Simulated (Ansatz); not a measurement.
Results of HSE06 in Ansatz (PAW) for chalcopyrite CuInS2.

Settings: plane-wave cutoff 460 eV, 6×6×6 k mesh, Fermi–Dirac smearing 0.01 eV, no spin polarisation, scalar-relativistic PAW data made under PBE.

Cell (relaxed at this level):

```yaml
crystal:
  lattice:
    - [-2.77448, 2.77448, 5.59383]
    - [2.77448, -2.77448, 5.59383]
    - [2.77448, 2.77448, -5.59383]
  atoms:
    - { symbol: In, position: [0.50000, 0.50000, 0.00000] }
    - { symbol: In, position: [0.25000, 0.75000, 0.50000] }
    - { symbol: Cu, position: [0.00000, 0.00000, 0.00000] }
    - { symbol: Cu, position: [0.75000, 0.25000, 0.50000] }
    - { symbol: S, position: [0.87500, 0.89579, 0.52079] }
    - { symbol: S, position: [0.10421, 0.62500, 0.97921] }
    - { symbol: S, position: [0.37500, 0.35421, 0.47921] }
    - { symbol: S, position: [0.64579, 0.12500, 0.02079] }
```

### Question
What does this level give for the band gap?

### Answer

- band gap = 1.30 eV (on the SCF k mesh)

Measured, for comparison: band gap 1.55 eV (temperature not stated, not corrected to a static lattice, direct or pseudo-direct at Γ; as tabulated in Ghosh et al. (2024), arXiv:2401.16805).

Spin–orbit coupling is not included.

The computed numbers hold no vibrational or temperature effects.

Ansatz is a first-principles code.
